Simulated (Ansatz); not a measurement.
## Property card for Nb

Theory: DFT PBE, scalar-relativistic, plane waves, PAW (Ansatz 0.2.0).

Cutoff 420 eV; k points 18×18×18 on the computed 1-atom cell (Γ-centred); Gaussian smearing, width 0.10 eV; no spin polarisation.

The structure is relaxed at this level of theory with its symmetry kept.

```
Nb
1.0
    -1.65556    1.65556    1.65556
     1.65556   -1.65556    1.65556
     1.65556    1.65556   -1.65556
Nb
1
Direct
  0.00000 0.00000 0.00000
```

| Item | Value |
| --- | --- |
| Space group | Im-3m (No. 229) |
| Volume per atom | 122.5 bohr³ |
| Formation energy from the elements' standard states (uncorrected) | +0.002 eV/atom |
| Kohn–Sham band gap | none (metal) |
| Density of states at the Fermi level | 1.49 states/eV per cell |
| Löwdin character within 0.5 eV of the Fermi level | Nb 4d 86 %, Nb 5s 9 % |
| Bulk modulus | 168 GPa |
| Its pressure derivative | 3.5 |
| Bader charges (e) | Nb (1 in the cell) 0.00 |